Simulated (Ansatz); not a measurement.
Theory: DFT PBE, scalar-relativistic, plane waves, PAW in Ansatz. Settings: cutoff 420 eV, Γ-centred meshes spaced at most about 0.3 Å⁻¹ (2π included), Gaussian smearing. No spin polarisation.

These are static total energies at zero pressure.

Compare these two cells of Al3GaAs4, each relaxed at this level.

A.

```yaml
crystal:
  lattice:
    - [-2.86640, 2.86640, 5.73324]
    - [2.86640, -2.86640, 5.73324]
    - [2.86640, 2.86640, -5.73324]
  atoms:
    - { symbol: Al, position: [0.00000, 0.00000, 0.00000] }
    - { symbol: Al, position: [0.25000, 0.75000, 0.50000] }
    - { symbol: Al, position: [0.75000, 0.25000, 0.50000] }
    - { symbol: Ga, position: [0.50000, 0.50000, 0.00000] }
    - { symbol: As, position: [0.12382, 0.12382, 0.49850] }
    - { symbol: As, position: [0.37469, 0.87618, 0.00000] }
    - { symbol: As, position: [0.62531, 0.62531, 0.50150] }
    - { symbol: As, position: [0.87618, 0.37469, 0.00000] }
```

B.

```yaml
crystal:
  lattice:
    - [4.05525, 0.00000, 0.00000]
    - [0.00000, 8.10950, 0.00000]
    - [0.00000, 0.00000, 5.72949]
  atoms:
    - { symbol: Al, position: [0.00000, 0.00000, 0.00035] }
    - { symbol: Al, position: [0.50000, 0.24973, 0.50001] }
    - { symbol: Al, position: [0.50000, 0.75027, 0.50001] }
    - { symbol: Ga, position: [0.00000, 0.50000, 0.99984] }
    - { symbol: As, position: [0.00000, 0.75080, 0.74913] }
    - { symbol: As, position: [0.50000, 0.00000, 0.24988] }
    - { symbol: As, position: [0.00000, 0.24920, 0.74913] }
    - { symbol: As, position: [0.50000, 0.50000, 0.25164] }
```

Question: Which arrangement of the elements on these sites is preferred, and by what margin?

Answer: They are level within the accuracy (under 1 meV/atom apart). The two share one framework of sites and differ in which element sits where. A has Al and Ga ordered on zinc blende sites, space group I-42m (No. 121), 23.6 Å³/atom and a gap of 1.33 eV on its mesh; B has Al and Ga ordered on zinc blende sites, space group Pmm2 (No. 25), 23.6 Å³/atom and a gap of 1.30 eV. Counting As atoms around Al and Ga (those within 1.25 times the shortest such distance or 1.15 times the sum of covalent radii), A and B both have Al 4, Ga 4. In A, Al on a site of symmetry -42m has 4 As at 2.48 Å; Ga has 4 As at 2.49 Å; As has 3 Al at 2.48 Å and 1 Ga at 2.49 Å; 1 more site not described. In B, Al on a site of symmetry mm2 has 4 As at 2.48 Å; around Ga lie 4 As at 2.49 Å; As on a site of symmetry m has 3 Al at 2.48 Å and 1 Ga at 2.49 Å; 3 more sites not described. Both come from invented guesses.

Kohn–Sham gaps at this level usually fall short of measured ones. Cells relaxed within their symmetry can be saddle points.
